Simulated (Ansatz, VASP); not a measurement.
## Al: VASP beside Ansatz

```
Al
1.0
     0.00000    2.02398    2.06446
     2.02398    0.00000    2.06446
     2.02398    2.02398    0.00000
Al
1
Direct
  0.00000 0.00000 0.00000
```

Change from the starting cell: zz strain of +2 %.

Alike in both runs: task single point; functional PBEsol; k mesh 14 × 14 × 14; occupations fermi-dirac, width 0.05 eV; no spin polarisation.

```csv
,VASP,Ansatz
version,VASP 6.6.1,Ansatz 0.2.0
potentials or method,"VASP PAW PBE potentials, release 64 (Al), cutoff 520 eV","all-electron LAPW, scalar-relativistic"
```

Ansatz gave:

```
pressure (GPa)                                  : -3.4
largest component of the traceless stress (GPa) : 0.17
```

Task: Estimate VASP's values.

Result: Pressure (GPa): -3.3; largest component of the traceless stress (GPa): 0.18.

Ansatz ran all-electron here, so the differences hold the error of VASP's frozen core and of both bases.

Caveats: the PAW data sets were made with another functional, which shifts forces and pressure a little (VASP).
